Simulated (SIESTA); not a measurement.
HfO2 under changes of volume

One of the cells (11.130 Å³/atom); the others are scaled copies at fixed shape and fractional positions:

```xyz
6
Lattice="3.5816 0.0000 0.0000 0.0000 3.5816 0.0000 0.0000 0.0000 5.2061" Properties=species:S:1:pos:R:3 pbc="T T T"
Hf    0.0000    0.0000    0.0000
Hf    1.7908    1.7908    2.6031
O     0.0000    1.7908    1.0267
O     1.7908    0.0000    1.5764
O     1.7908    0.0000    4.1794
O     0.0000    1.7908    3.6297
```

Measurements of this composition are mostly on another form, of space group No. 14.

* Program: SIESTA 5.4.2
* Functional: PBE
* Potentials or basis: PseudoDojo 0.4 standard (PBE files)
* Basis: DZP (energy shift 0.003 Ry; two zetas on semicore shells)
* Grid cutoff: 800 Ry
* Energy shift: 0.003 Ry
* k mesh: 8 × 8 × 5
* Occupations: fermi-dirac, width 0.05 eV
* Spin: no spin polarisation

```csv
volume (Å³/atom),energy over the lowest point (meV/atom),pressure (GPa),gap on the mesh (eV),largest force (eV/Å)
10.257,110.83,32.6,4.80,0.675
10.476,71.48,25.3,4.73,0.540
10.694,41.59,18.7,4.66,0.416
11.130,6.74,7.3,4.53,0.188
11.349,?,?,?,?
11.567,0.00,-2.1,4.39,0.005
```

Question: What does the run at 11.349 Å³/atom give?

Answer: Energy over the lowest point 0.18 meV/atom; pressure 2.4 GPa; gap on the mesh 4.46 eV; largest force 0.088 eV/Å.

Worked out: A Birch-Murnaghan fit of order 3 (a polynomial in V^(-2/3)) to the other rows has its minimum at 11.46 Å³/atom with B0 = V·E''(V) = 235 GPa and B' = 4.0 at fixed shape and positions, which overstates the stiffness. It gives 0.15 meV/atom at 11.349 Å³/atom, against the run's 0.18, and -dE/dV = 2.4 GPa, against 2.4. A straight line through the other rows of the gap, of slope -3.39 eV per unit of ln V, gives 4.46 eV, against the run's 4.46.

Energies are extrapolated to zero smearing.

Caveats: short orbitals over semicore shells can move pressures by several GPa; spin-orbit coupling is left out, which moves the levels of the heavy elements; an odd mesh through Γ misses points on the zone boundary, where band edges often lie; the basis of atomic orbitals isn't converged, which shifts pressures, moduli and gaps.
